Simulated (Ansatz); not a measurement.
## SiC (F-43m): the host for defect calculations

Before any defect goes in: SiC (F-43m) at rest, and how it screens a charge.

Program: Ansatz 0.2.0. Level of theory: plane-wave PAW DFT, PBEsol; relaxation of the host's cell and atoms; PAW set soft_1, in the first sound run; inputs show where later runs differ. Results are calculated unless marked as measured.

## Step 1: The starting structure

The structure is cubic, space group F-43m (No. 216). The conventional cell has a = 4.360 Å, b = 4.360 Å, c = 4.360 Å, α = 90.00°, β = 90.00°, γ = 90.00°. Si has 4 C at 1.89 Å nearest. C has 4 Si at 1.89 Å nearest. Farther neighbours are not listed.

## Step 2: Host cell relaxation

Cell and atoms are relaxed together, until forces and stress fall under their thresholds.

cell/input.yaml reads:

```yaml
crystal:
  lattice:
    - [0.0, 2.18, 2.18]
    - [2.18, 0.0, 2.18]
    - [2.18, 2.18, 0.0]
  atoms:
    - { symbol: Si, position: [0.0, 0.0, 0.0] }
    - { symbol: C, position: [0.25, 0.25, 0.25] }
basis:
  ecutwfc: 420
  xc_grid: 2
hamiltonian:
  xc: pbesol
  pseudopotentials: { kind: paw, azcp: { folder: soft_1 }, xc_functional: pbe }
kpoints:
  mp_grid: { grid: [11, 11, 11] }
scf:
  occupations: { method: fixed }
  max_iter: 100
relax:
  f_tol: 0.005
  max_steps: 60
  cell: {}
output:
  forces: true
  stress: true
checkpoint:
  write: "../cell.run"
  compress: false
  write_wavefunctions: false
  write_every: 100000
```

The run is started by

```sh
$ ansatz run input.yaml --threads 32 --pin off --max-ram 84787MiB --backend cuda --events-out ev --progress --plain --runs-dir out --max-vram 78GiB
```

Numbers of over 12 decimals in the logs are rounded to 6 here.

What it wrote:

```text
[... repeated set-up lines and file paths are left out, and long positions are rounded to six places ...]
Engine: ansatz 0.2.0, aarch64-unknown-linux-gnu
Pseudopotentials: kind: paw
Pseudopotential: Si, paw, valence charge 4, recommended cutoff 420 eV (normal), soft_1/Si.paw.azcp
Pseudopotential: C, paw, valence charge 4, recommended cutoff 420 eV (normal), soft_1/C.paw.azcp
Functional definition: PBEsol
  exchange = pbesol_x
  correlation = pbesol_c
[...]
Crystal: 2 atoms, lattice volume = 20.720 Å³
Basis set: ecut = 420 eV, 411 PW (Γ), exchange–correlation on 48×48×48 points (8 copies of the dense FFT grid, shifted against one another)
Bands: 8, of which v1, the nominal top of the filled ones, is band 4 counted from 1 (3 counted from 0)
Symmetry: 24 space group operations
Space group: F-43m (ITA 216), of the structure as read, at distance tolerance 2.7e-5 Å
k-points: 56 of 1331 (time reversal used)
Non-local potential: Si, projectors of the file, l = 0: 2, l = 1: 2, l = 2: 1
Non-local potential: C, projectors of the file, l = 0: 2, l = 1: 2, l = 2: 1
PAW form: soft (Blöchl's): semilocal exchange-correlation on the pseudo side does not see the compensation charge
PAW frozen core: Si, regenerated for the run's functional, and the local potential with it (the file was generated under x = pbe(κ = 0.804, μ = 0.219515), c = pbe(β = 0.066725))
PAW frozen core: C, regenerated for the run's functional, and the local potential with it (the file was generated under x = pbe(κ = 0.804, μ = 0.219515), c = pbe(β = 0.066725))
PAW one-centre angular grid: Si, 110 points (default); XC on 64 Gauss nodes
PAW one-centre angular grid: C, 110 points (default); XC on 64 Gauss nodes
Initial density: superposition of atomic densities (chi_scale 0.1, normalization cell, long waves kept (reshape's long-wave potential 0.00 eV rms))
Initial wavefunctions: pseudopotential atomic-orbital guess
[...]
Functional: x = pbesol(κ = 0.804, μ = 0.123457), c = pbesol(β = 0.046)
SCF iter   1: F=—  HF=-870.134250 eV  |Δ(HF+E_count)|=         —  Δρ=1.33e-1  dr2=4.48e0  Hψ=3107
preconditioner: auto → none  [insulator: Δε(μ)=3.247 eV  Ē_g=14.673 eV  n_scr=0 (ndim 8)  ℏωp=23.1 eV  f_vac=0.000  ε∞_Penn≈3.5]
SCF iter   2: F=—  HF=-868.793756 eV  |Δ(HF+E_count)|=    1.34e0  Δρ=4.80e-2  dr2=2.96e-1  Hψ=1444
[...]
SCF iter   7: F=-868.709234 eV  HF=-868.709234 eV  |Δ(HF+E_count)|=   2.79e-8  Δρ=5.45e-6  dr2=2.40e-9  Hψ=1339
SCF 1 converged in 7 iterations: F = -868.709234 eV  dr2 = 2.40e-9
  greatest PAW one-centre occupation: 0.644 electrons in one spin orbital (limit 2), on the C atom at site 1 (counted from 0), in its partial waves of l = 0
relax step   1: F+E_penalty+E_count = -868.70923404 eV  Δ(F+E_penalty+E_count) = +0.000e0 eV  max|allowed force component| = 3.516e-16 eV/Å  Δτ_max = 0.0000 Å  P = -0.471 GPa  Ω = 20.720 Å³  (7 SCF iters, dr2 threshold 1.00e-7 eV, accepted)
[... the SCF cycles and remarks between the steps are left out from here to the last step ...]
relax step   2: F+E_penalty+E_count = -868.70930637 eV  Δ(F+E_penalty+E_count) = -7.234e-5 eV  max|allowed force component| = 9.483e-17 eV/Å  Δτ_max = 0.0000 Å  P = -0.221 GPa  Ω = 20.697 Å³  energy of the carried Pulay correction = +2.197e-5 eV  (3 SCF iters, dr2 threshold 2.00e-7 eV, accepted)
relax step   3: F+E_penalty+E_count = -868.70933988 eV  Δ(F+E_penalty+E_count) = -3.350e-5 eV  max|allowed force component| = 1.203e-16 eV/Å  Δτ_max = 0.0000 Å  P = +0.002 GPa  Ω = 20.676 Å³  energy of the carried Pulay correction = +4.144e-5 eV  (3 SCF iters, dr2 threshold 1.22e-7 eV, accepted)
[...]
iter 1 solved again at ethr=3.17e-8 eV; its pass at ethr=3.10e-3 eV (dr2=2.53e-6 eV) is discarded
SCF iter   1: F=—  HF=-868.709296 eV  |Δ(HF+E_count)|=         —  Δρ=2.45e-5  dr2=9.33e-8  Hψ=4521
[...]
SCF iter   2: F=—  HF=-868.709298 eV  |Δ(HF+E_count)|=   1.75e-6  Δρ=1.15e-5  dr2=1.84e-8  Hψ=478
SCF iter   3: F=—  HF=-868.709298 eV  |Δ(HF+E_count)|=   2.67e-9  Δρ=8.00e-7  dr2=7.14e-11  Hψ=672
SCF iter   4: F=—  HF=-868.709298 eV  |Δ(HF+E_count)|=  6.79e-11  Δρ=3.29e-7  dr2=2.33e-11  Hψ=2956
SCF iter   5: F=-868.709298 eV  HF=-868.709298 eV  |Δ(HF+E_count)|=  6.37e-12  Δρ=7.23e-8  dr2=7.75e-13  Hψ=1577
SCF 4 converged in 5 iterations: F = -868.709298 eV  dr2 = 7.75e-13
relax step   4: F+E_penalty+E_count = -868.70929760 eV  Δ(F+E_penalty+E_count) = +4.228e-5 eV  max|allowed force component| = 1.041e-16 eV/Å  Δτ_max = 0.0000 Å  P = -0.001 GPa  Ω = 20.676 Å³  stress off target by 6.75e-4 GPa  SCF on the basis re-selected at this cell (its energy is not comparable with the rows above)  (5 SCF iters)
basis re-selected at this cell: Δ(F+E_penalty+E_count) = +4.228e-5 eV, ΔP = -0.002 GPa vs the last step (what re-selecting the basis moved, of the pressure what is left beyond the Pulay correction that the steps carried, after the strain that the cell walked [...]
SCF converged after 5 iterations
Free energy (F): -868.709298 eV
Harris-Foulkes:  -868.709298 eV  (|F-HF|=4.55e-13)
Internal energy: -868.709298 eV  (E = F + TS)
E sigma→0 (E₀):  -868.709298 eV
Fermi energy:    9.429763 eV
--- Per-component energies (eV) ---
  E_band       = 28.118521
  E_kinetic    = 132.921445
  E_local      = -94.815441  (includes V_loc(G=0)·N_el)
  E_nonlocal   = 45.379154
  E_hartree    = 31.298392
  E_xc         = -104.791768
  E_vxc        = -108.491072  (∫ρ·V_xc dr)
  E_paw        = -593.898828  (= ΣΔE_a)
  E_vpaw       = -9.472389  (= ΣTr[D̂ρ^β])
  E_aug_tail   = 0.000049  (compensation charges beyond the density's cutoff)
  E_ewald      = -284.854961
  E_core_change = 0.052661  (= ΣΔE_core)
  E_smearing   = -0.000000  (= −TS)
  E_closure    = 0.000000  (closes the sum)
  Σ components = -868.709298   (vs F -868.709298, Δ=0.00e0)
--- Forces (eV/Å), atoms counted from 1 ---
  atom   1  Si     0.00000000     0.00000000    -0.00000000
  atom   2  C     -0.00000000     0.00000000     0.00000000
  max |Σ_I F_I| component: 1.11e-16 eV/Å
--- Stress (GPa, compression-positive) ---
       -0.000675       0.000000       0.000000
        0.000000      -0.000675       0.000000
       -0.000000       0.000000      -0.000675
  P = ⅓ Tr σ = -0.0007 GPa (-0.007 kbar)
--- Band table (eV; the first three rows and the last of 56) ---
  k-point 0: bands = ["-6.0022", "9.4298", "9.4298", "9.4298", "15.5978", "16.6750", "16.6750", "16.6750"]
  k-point 1: bands = ["-5.8400", "8.5729", "9.3167", "9.3167", "15.8479", "16.8785", "16.8813", "16.8813"]
  [... further k-points left out ...]
--- Relaxed structure (3 steps of the walk, 3 accepted, 1 SCFs on fresh bases) ---
  F+E_penalty+E_count = -868.70929760 eV   max|allowed force component| = 1.041e-16 eV/Å   (the final SCF, on the basis selected at the relaxed cell)
  cell:  # Å, volume = 20.6765 Å³
    - [0, 2.178456, 2.178456]
    - [2.178456, 0, 2.178456]
    - [2.178456, 2.178456, 0]
  atoms:
    - { symbol: Si, position: [0, 0, 0] }
    - { symbol: C, position: [0.25, 0.25, 0.25] }
```

Run time: 1.6 s. Hardware: 1 × NVIDIA GB200 with 32 threads of Arm Neoverse V2, shared host; peak memory 0.92 GiB.

Little changed from the start: no atom moved by 0.005 Å and no cell edge by 0.1 %.

This step gave:

* pressure: -6.75e-4 GPa

## Step 3: Dielectric tensors of the host

The response to a uniform electric field gives the electronic dielectric tensor.

This step: plane-wave PAW DFPT, PBEsol; dielectric tensors, Born charges and zone-centre modes of the host; PAW set soft_1 (Ansatz 0.2.0).

eps/input.yaml reads:

```yaml
crystal:
  lattice:
    - [0.0, 2.1784555033, 2.1784555033]
    - [2.1784555033, 0.0, 2.1784555033]
    - [2.1784555033, 2.1784555033, 0.0]
  atoms:
    - { symbol: Si, position: [0.0, 0.0, 0.0] }
    - { symbol: C, position: [0.25, 0.25, 0.25] }
basis:
  ecutwfc: 420
hamiltonian:
  xc: pbesol
  pseudopotentials: { kind: paw, azcp: { folder: soft_1 }, xc_functional: pbe }
kpoints:
  mp_grid: { grid: [9, 9, 9] }
scf:
  occupations: { method: fixed }
  max_iter: 100
phonons:
  method: dfpt
  dielectric: true
  rigid_motions: translations
```

What it wrote:

```text
[...]
Crystal: 2 atoms, lattice volume = 20.676 Å³
Basis set: ecut = 420 eV, 411 PW (Γ), exchange–correlation on 48×48×48 points (8 copies of the dense FFT grid, shifted against one another)
Bands: 8, of which v1, the nominal top of the filled ones, is band 4 counted from 1 (3 counted from 0)
Symmetry: 24 space group operations
k-points: 125 of 729 (irreducible under 4 space group operations, time reversal used)
[...]
SCF iter   1: F=—  HF=-870.140001 eV  |Δ(HF+E_count)|=         —  Δρ=1.33e-1  dr2=4.49e0  Hψ=6962
[...]
SCF iter   2: F=—  HF=-868.792911 eV  |Δ(HF+E_count)|=    1.35e0  Δρ=4.79e-2  dr2=2.94e-1  Hψ=3213
[...]
SCF iter   8: F=-868.708897 eV  HF=-868.708897 eV  |Δ(HF+E_count)|=  1.07e-10  Δρ=1.77e-7  dr2=2.45e-12  Hψ=6729
SCF 1 converged in 8 iterations: F = -868.708897 eV  dr2 = 2.45e-12
[...]
the response reads at least the filled bands of the reference SCF and the lowest empty band at each k-point, and that SCF's band table does not vouch for those bands. The notice of the band table in this run's record says why
[...]
NSCF: frozen V_eff on 1 k-points
[...]
DFPT response loops at Γ: preconditioner auto → none (the input reference at scf.mixing.eps_inf says where Resta's filter doesn't serve); β = 0.50; Broyden in place of MSR1
── the response to a field inside a basis, on 10×10×10 k-points: an SCF that follows is theirs, and a resumed run solves both again ──
[...]
Bands: 5, of which v1, the nominal top of the filled ones, is band 4 counted from 1 (3 counted from 0)
k-points: 110 of 1000 (irreducible under 6 space group operations, time reversal used)
[...]
Eigensolver: Dense (110 Hₖ)
SCF iter   1: F=—  HF=-868.709733 eV  |Δ(HF+E_count)|=         —  Δρ=1.73e-4  dr2=8.68e-7
[...]
SCF iter   3: F=-868.709735 eV  HF=-868.709735 eV  |Δ(HF+E_count)|=   4.08e-7  Δρ=9.57e-6  dr2=1.81e-8
SCF 1 converged in 3 iterations: F = -868.709735 eV  dr2 = 1.81e-8
[...]
WARN: field response: ε∞ stands inside a basis, on 10×10×10 points; [...]
SCF converged after 8 iterations
Free energy (F): -868.708897 eV
[...]
Internal energy: -868.708897 eV  (E = F + TS)
E sigma→0 (E₀):  -868.708897 eV
Fermi energy:    9.430187 eV
[...]
--- Band table (eV; the first three rows and the last of 125) ---
[...]
[... further k-points left out ...]
--- Phonons (Γ-DFPT): 2 representative perturbations + reference, on 125 of 729 k-points (Σ response iterations 10) ---
  k mesh reduced under 4 symmetry operations, with k and −k counted as one. Each operation leaves every solved perturbation unchanged. A smaller set is not considered because the run solves the response to a homogeneous field
  ASR residual: 1.115e-4 → 0.000e0 eV/Å²; symmetrization residual: 1.118e-7 eV/Å²
  ASR residual per site (eV/Å²): 9.30e-6 1.11e-4
  Γ frequencies (cm⁻¹): 0.00 0.00 0.00 786.70 786.70 786.70
  ε∞ (high-frequency dielectric tensor):
        7.055615    -0.000000    -0.000000
       -0.000000     7.055615     0.000000
       -0.000000     0.000000     7.055615
  ε⁰ (static dielectric tensor: ions relaxed, cell fixed):
       10.435204    -0.000000    -0.000000
       -0.000000    10.435204     0.000000
       -0.000000     0.000000    10.435204
  ε⁰ − ε∞ (ionic part):
        3.379589     0.000000    -0.000000
        0.000000     3.379589     0.000000
       -0.000000     0.000000     3.379589
  softest optical mode at Γ: 786.70 cm⁻¹; the repairs (sum rule, projections) moved no ω² at Γ by more than (1.59 cm⁻¹)²
  Born effective charges Z* (e; rows j = field, columns β = displacement):
    site 0:
         2.71923   -0.00000    0.00000
         0.00000    2.71923    0.00000
        -0.00000    0.00000    2.71923
    site 1:
        -2.71923    0.00000   -0.00000
        -0.00000   -2.71923   -0.00000
         0.00000   -0.00000   -2.71923
  Z* charge neutrality: 5.204e-4 e pre-enforcement
  solved inside a basis spanned on kpoints, on 10×10×10 k-points, its susceptibility summed on 14×14×14: ε∞ is read to err by 2.0e-2, Z* by 9.1e-3 e (field_mesh: kpoints solves on kpoints); Z* is corrected for what the basis lacks
  optical modes at Γ without the LO–TO term, one row a degenerate level:
      ω (cm⁻¹)  modes    IR ((D/Å)²/amu)
        786.70      3            60.8307
  optical modes at Γ + LO–TO along q̂ = [1.0000, 0.0000, 0.0000]:
      ω (cm⁻¹)  modes    IR ((D/Å)²/amu)
        786.70      2            40.5538
        956.74      1            20.2769
  optical modes at Γ + LO–TO along q̂ = [0.0000, 1.0000, 0.0000]:
      ω (cm⁻¹)  modes    IR ((D/Å)²/amu)
        786.70      2            40.5538
        956.74      1            20.2769
  optical modes at Γ + LO–TO along q̂ = [0.0000, 0.0000, 1.0000]:
      ω (cm⁻¹)  modes    IR ((D/Å)²/amu)
        786.70      2            40.5538
        956.74      1            20.2769
```

It took 5 s on 1 × NVIDIA GB200 with 32 threads; peak memory 1.2 GiB.

Reading the cycles: dr2 is the Hartree energy of the density residual (eV), the measure of convergence; HF is the Harris–Foulkes estimate of the energy, which meets the free energy F at convergence.

Electronic dielectric tensor:

```
7.06 0.00 0.00
0.00 7.06 0.00
0.00 0.00 7.06
```

Static dielectric tensor:

```
10.44  0.00  0.00
 0.00 10.44  0.00
 0.00  0.00 10.44
```

The electronic dielectric tensor is isotropic, 7.06. The static dielectric tensor is isotropic, 10.44.

## Step 4: Host on a dense mesh

This step: plane-wave PAW DFT, PBEsol; single point of the defect-free host, a test of the k-point sampling; PAW set soft_1 (Ansatz 0.2.0).

dense/input.yaml reads:

```yaml
crystal:
  lattice:
    - [0.0, 2.1784555033, 2.1784555033]
    - [2.1784555033, 0.0, 2.1784555033]
    - [2.1784555033, 2.1784555033, 0.0]
  atoms:
    - { symbol: Si, position: [0.0, 0.0, 0.0] }
    - { symbol: C, position: [0.25, 0.25, 0.25] }
basis:
  ecutwfc: 420
  xc_grid: 2
hamiltonian:
  xc: pbesol
  pseudopotentials: { kind: paw, azcp: { folder: soft_1 }, xc_functional: pbe }
kpoints:
  mp_grid: { grid: [11, 11, 11] }
scf:
  occupations: { method: fermi_dirac, width: 0.01 }
  max_iter: 100
  lower_state_search: "off"
checkpoint:
  write: "../dense.run"
  compress: false
  write_wavefunctions: false
  write_every: 100000
```

What it wrote:

```text
[...]
device memory: the entry about to start is reckoned to put 1.0 GiB on a device that reports 174.4 GiB free (of which the cap on the GPU budget leaves the run 78.0 GiB)
GPU FFT provider: cuFFT
GPU libraries: cuBLAS 13.8.1, cuFFT 12.4.0, cuSOLVER 12.3.2
GPU matrix products: emulated (plane waves: as basis.precision tells), large ones in fixed point in workspaces of 1.00 GiB
Crystal: 2 atoms, lattice volume = 20.676 Å³
Basis set: ecut = 420 eV, 411 PW (Γ), exchange–correlation on 48×48×48 points (8 copies of the dense FFT grid, shifted against one another)
Bands: 8, of which v1, the nominal top of the filled ones, is band 4 counted from 1 (3 counted from 0)
Symmetry: 24 space group operations
[...]
k-points: 56 of 1331 (time reversal used)
[...]
GPU buffer pool allocated for 13824 grid points (all kernels)
GPU transforms: local potential and band sums: pruned to the plane-wave sphere, on 24×24×24
[...]
SCF iter   1: F=—  HF=-870.140076 eV  |Δ(HF+E_count)|=         —  Δρ=1.33e-1  dr2=4.49e0  Hψ=3763
[...]
SCF iter   7: F=-868.709298 eV  HF=-868.709298 eV  |Δ(HF+E_count)|=   2.92e-8  Δρ=5.80e-6  dr2=2.64e-9  Hψ=896
SCF 1 converged in 7 iterations: F = -868.709298 eV  dr2 = 2.64e-9
[...]
SCF converged after 7 iterations
Free energy (F): -868.709298 eV
[...]
Internal energy: -868.709298 eV  (E = F + TS)
E sigma→0 (E₀):  -868.709298 eV
Fermi energy:    10.096915 eV
[...]
```

Wall time 0.81 s (1 × NVIDIA GB200 with 32 threads); peak memory 0.88 GiB.

(Continued in part 2 of 2.)

[Logs are printed without paths, hosts, clocks, repeated set-up lines and the standing remarks that a program may print on its own settings, such as how far it seeks lower states.]

[Hosts, paths, dates, database ids (printed as entryN), source tags and the programs' standing remarks are cut or masked in the printed files.]

[Runs of the host that timed out are not shown.]

[For some hosts the program warned that the k-mesh of the response run may be too coarse for force constants and the static dielectric constant; such warnings are not always shown.]
